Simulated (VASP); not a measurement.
VASP 6.6.1 run: SrO

INCAR

```
NELM = 89
LASPH = .TRUE.
GGA = PE
ENCUT = 520
EDIFF = 1E-7
ISMEAR = 0
PREC = Accurate
LWAVE = .FALSE.
ISIF = 2
SIGMA = 0.1
IVDW = 11
LREAL = .FALSE.
LCHARG = .FALSE.
IBRION = -1
NSW = 0
NBANDS = 15
```

KPOINTS

```
KPOINTS created by Atomic Simulation Environment
0
Gamma
8 8 8
0 0 0
```

POSCAR

```
Sr O
 1.0000000000000000
     0.0573094069000000    2.5856038861999999    2.5856038861999999
     2.5856038861999999    0.0573094069000000    2.5856038861999999
     2.5856038861999999    2.5856038861999999    0.0573094069000000
 Sr  O
   1   1
Cartesian
  0.0000000000000000  0.0000000000000000  0.0000000000000000
  2.6142585896499999  2.6142585896499999  2.6142585896499999
```

The recommended PBE PAW datasets give the neutral cell 16 valence electrons.

Command

```
mpirun -np 1 vasp_std
```

Q: How does this run end, and what does it give?

A: It converged. Results: gap between bands v and c on the k mesh 3.22 eV; least direct gap on the k mesh 3.30 eV; pressure 2.8 GPa. Band v is the last that the valence electrons fill when counted band by band, and c is the next.

OSZICAR

```
N       E                     dE             d eps       ncg     rms          rms(c)
DAV:   1     0.664889142081E+02    0.66489E+02   -0.85357E+03  1950   0.105E+03
DAV:   2    -0.111466498309E+02   -0.77636E+02   -0.71095E+02  2625   0.218E+02
DAV:   3    -0.141656899628E+02   -0.30190E+01   -0.30026E+01  2551   0.388E+01
DAV:   4    -0.142230247289E+02   -0.57335E-01   -0.57332E-01  2441   0.535E+00
DAV:   5    -0.142245453129E+02   -0.15206E-02   -0.15206E-02  2493   0.662E-01    0.170E+01
DAV:   6    -0.121594231189E+02    0.20651E+01   -0.65941E+00  1992   0.196E+01    0.200E+01
DAV:   7    -0.120262813146E+02    0.13314E+00   -0.28210E-01  2377   0.476E+00    0.117E+01
DAV:   8    -0.120151892053E+02    0.11092E-01   -0.11653E-01  2573   0.339E+00    0.491E-01
DAV:   9    -0.120166843308E+02   -0.14951E-02   -0.55449E-03  2464   0.476E-01    0.231E-01
DAV:  10    -0.120171470804E+02   -0.46275E-03   -0.44795E-04  2104   0.197E-01    0.813E-02
DAV:  11    -0.120172810510E+02   -0.13397E-03   -0.12884E-04  2153   0.842E-02    0.266E-02
DAV:  12    -0.120172987538E+02   -0.17703E-04   -0.26019E-05  2076   0.376E-02    0.188E-02
DAV:  13    -0.120172988542E+02   -0.10044E-06   -0.12175E-06  2230   0.970E-03    0.321E-03
DAV:  14    -0.120172987403E+02    0.11397E-06   -0.11380E-07  2533   0.255E-03    0.228E-03
DAV:  15    -0.120172987434E+02   -0.31662E-08   -0.67309E-09  1108   0.758E-04
   1 F= -.12376852E+02 E0= -.12376852E+02  d E =-.583984E-14
```

For comparison, a separate PBE run of the intended cell, on usual settings and not on those above, gives a gap of 3.22 eV on its mesh and a pressure of 5.1 GPa.
